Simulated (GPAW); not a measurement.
The system is AlNi.

```
Ni Al
1.0
     2.88100    0.00000    0.00000
     0.00000    2.88100    0.00000
     0.00000    0.00000    2.88100
Ni Al
1 1
Direct
  0.50000 0.50000 0.50000
  0.00000 0.00000 0.00000
```

* Program: GPAW 26.7.0
* Task: relaxation of cell and atoms
* Functional: PBEsol
* Dispersion: D3(BJ)+ATM
* Potentials or basis: PAW data sets generated in the run's folder for this functional
* Cutoff: 600 eV
* Basis: pw
* k mesh: 9 × 9 × 9
* Occupations: fermi-dirac, width 0.05 eV
* Spin: collinear spin, ferromagnetic start
* Starting moments: [1.0, 0.0] μB

At the start: pressure -6.6 GPa; volume 11.96 Å³/atom.

**Question.** Where does the relaxation end?

**Answer.** Over 3 steps the energy falls by 9.6 meV/atom and the volume is 11.49 Å³/atom (-3.9 %); space group Pm-3m (No. 221, to 0.05 Å); moment 0.00 μB per cell.

Step by step:
| step | energy change (eV) | largest force (eV/Å) | pressure (GPa) | volume (Å³) |
| --- | --- | --- | --- | --- |
| 1 | 0.0000 | 0.0000 | -6.59 | 23.91 |
| 2 | -0.0090 | 0.0000 | -4.90 | 23.66 |
| 3 | -0.0192 | 0.0000 | 0.26 | 22.98 |

Final structure:
```xyz
2
Lattice="2.8430 0.0000 0.0000 0.0000 2.8430 0.0000 0.0000 0.0000 2.8430" Properties=species:S:1:pos:R:3 pbc="T T T"
Ni    1.4215    1.4215    1.4215
Al    0.0000    0.0000    0.0000
```

Caveat: each step starts from the last one's moments, so a moment once lost doesn't come back; the stock nickel data set gives pressures a few GPa off other programs; later steps reuse the first step's grids; pairwise dispersion overbinds metals, which lowers pressure and volume.
